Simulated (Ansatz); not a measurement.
**TePt: a single-point run**

Wanted: a converged single-point run for TePt, and a check of what comes out. The structure is shown as the input types it.

Method: density functional or hybrid calculation with the settings of its input, plane waves (as first typed), in Ansatz 0.2.0.

## (1) Starting point

Symmetry: P6_3/mmc, No. 194, hexagonal system. Conventional cell: a = 4.249 Å, b = 4.249 Å, c = 5.597 Å, α = 90.00°, β = 90.00°, γ = 120.00°. Around Te (site symmetry -6m2) lie 6 Pt at 2.82 Å. Pt (site symmetry -3m) is surrounded by 2 Pt at 2.80 Å and 6 Te at 2.82 Å.

Structure file:

```cif
data_structure
_symmetry_space_group_name_H-M 'P6_3/mmc'
_symmetry_Int_Tables_number 194
_cell_length_a 4.2486
_cell_length_b 4.2486
_cell_length_c 5.5970
_cell_angle_alpha 90.000
_cell_angle_beta 90.000
_cell_angle_gamma 120.000
_cell_volume 87.49
loop_
_atom_site_label
_atom_site_type_symbol
_atom_site_symmetry_multiplicity
_atom_site_Wyckoff_symbol
_atom_site_fract_x
_atom_site_fract_y
_atom_site_fract_z
_atom_site_occupancy
Te1 Te 2 c 0.33333 0.66667 0.25000 1
Pt1 Pt 2 a 0.00000 0.00000 0.00000 1
```

## (2) Running it

The input, input.yaml:

```yaml
crystal:
  lattice:
    - [4.2485630574, 0.0, 0.0]
    - [-2.1242815287, 3.6793635373, 0.0]
    - [0.0, 0.0, 5.5969617098]
  atoms:
    - { symbol: Te, position: [0.3333333333, 0.6666666667, 0.25] }
    - { symbol: Te, position: [0.6666666667, 0.3333333333, 0.75] }
    - { symbol: Pt, position: [0.0, 0.0, 0.0] }
    - { symbol: Pt, position: [0.0, 0.0, 0.5] }
kpoints:
  mp_grid: { grid: [6, 6, 4] }
hamiltonian:
  xc: r2scan
scf:
  occupations: { method: fermi_dirac, width: 0.02 }
  n_extra_bands: 5
  max_iter: 51
output:
  forces: true
  stress: true
  eigenvalues: true
total_charge: 2
```

Run with:

```
> ansatz run input.yaml --threads 4 --pin off --max-ram 3686MiB --backend cpu --events-out ev --progress --plain --runs-dir out
```

**Question.** How will this run end, and is anything wrong with its input?

The run converged and reported no error. Convergence says nothing about whether the input makes sense.

In the input, total_charge is 2. The net charge is not the one intended, so the run treats another number of electrons.

The test: delete total_charge (the default then holds).
